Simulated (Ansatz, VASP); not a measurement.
# Nb: VASP beside Ansatz

```
CELL_PARAMETERS angstrom
0.00000 2.10080 2.10080
2.10080 0.00000 2.10080
2.10080 2.10080 0.00000
ATOMIC_POSITIONS crystal
Nb 0.00000 0.00000 0.00000
```

Change from the starting cell: volume scaled by 0.98, crystal datasets.

Alike in both runs: task electric field gradients; functional PBEsol; k mesh 13 × 13 × 13; occupations fermi-dirac, width 0.08 eV; no spin polarisation.

```csv
,VASP,Ansatz
version,VASP 6.6.1,Ansatz 0.2.0
potentials or method,"VASP PAW PBE potentials, release 64 (Nb_sv), cutoff 520 eV","all-electron PAW with datasets made for the crystal, scalar-relativistic"
```

Ansatz gave:

```
pressure (GPa)                                                 : -3.5
Vzz of the field gradient on the site that differs most (V/Å²) : 0.0
```

Problem. Which values does VASP return?

Solution. Pressure (GPa): -3.7; Vzz of the field gradient on the site that differs most (V/Å²): 0.0.

Ansatz ran all-electron here, so the differences hold the error of VASP's frozen core and of both bases. Ansatz warned: «gradients_without_spin_orbit».

Caveats: the PAW data sets were made with another functional, which shifts forces and pressure a little (VASP).
